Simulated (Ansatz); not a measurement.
# W under changes of volume

One of the cells (15.848 Å³/atom); the others are scaled copies at fixed shape and fractional positions:

```
W
1.0
    -1.58234    1.58234    1.58234
     1.58234   -1.58234    1.58234
     1.58234    1.58234   -1.58234
W
1
Direct
  0.00000 0.00000 0.00000
```

```yaml
Program: Ansatz 0.2.0
Functional: BLYP
Dispersion: D4
Potentials_or_basis: Ansatz PAW
Cutoff: "420 eV (not typed: the program's choice for these potentials)"
k_mesh: 12 × 12 × 12
Occupations: fermi-dirac, width 0.05 eV
Spin: no spin polarisation
```

```tsv
volume (Å³/atom)	energy over the lowest point (meV/atom)	pressure (GPa)
14.897	72.42	23.7
15.214	33.76	15.7
15.531	10.09	8.5
15.848	0.00	1.9
16.165	?	?
16.482	15.57	-9.3
16.798	38.88	-14.1
```

Q: What does the run at 16.165 Å³/atom give?

A: Energy over the lowest point 2.24 meV/atom; pressure -4.0 GPa.

Worked out: A Birch-Murnaghan fit of order 3 (a polynomial in V^(-2/3)) to the other rows has its minimum at 15.95 Å³/atom with B0 = V·E''(V) = 303 GPa and B' = 4.0. It gives 2.22 meV/atom at 16.165 Å³/atom, against the run's 2.24, and -dE/dV = -4.0 GPa, against -4.0.

Energies are extrapolated to zero smearing.

Caveats: pairwise dispersion overbinds metals, which lowers pressure and volume; the PAW data sets come from PBE, with cores solved anew for the run's functional, which leaves a small shift of forces and pressure.
